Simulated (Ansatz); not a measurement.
Crystal: Be2C.

```xyz
3
Lattice="0.0000 2.1650 2.1650 2.1650 0.0000 2.1650 2.1650 2.1650 0.0000" Properties=species:S:1:pos:R:3 pbc="T T T"
C     0.0000    0.0000    0.0000
Be    3.2475    3.2475    3.2475
Be    1.0825    1.0825    1.0825
```

Base run:

```yaml
Program: Ansatz 0.2.0
Functional: PBE0
Potentials_or_basis: Ansatz PAW
Cutoff: "420 eV (not typed: the program's choice for these potentials)"
k_mesh: 8 × 8 × 8
Occupations: fermi-dirac, width 0.05 eV
Spin: no spin polarisation
```

Its results: band gap on the k mesh 2.59 eV, indirect (least direct gap 5.81 eV); pressure -3.5 GPa.

Task: The run is repeated on the same cell with these changes: functional from PBE0 to HSE06. What comes out?

Result: Band gap on the k mesh 1.91 eV, indirect (least direct gap 5.13 eV); pressure -3.4 GPa.

Caveats: the PAW data sets come from PBE, with cores solved anew for the run's functional, which leaves a small shift of forces and pressure; the thresholds are loose for stress.
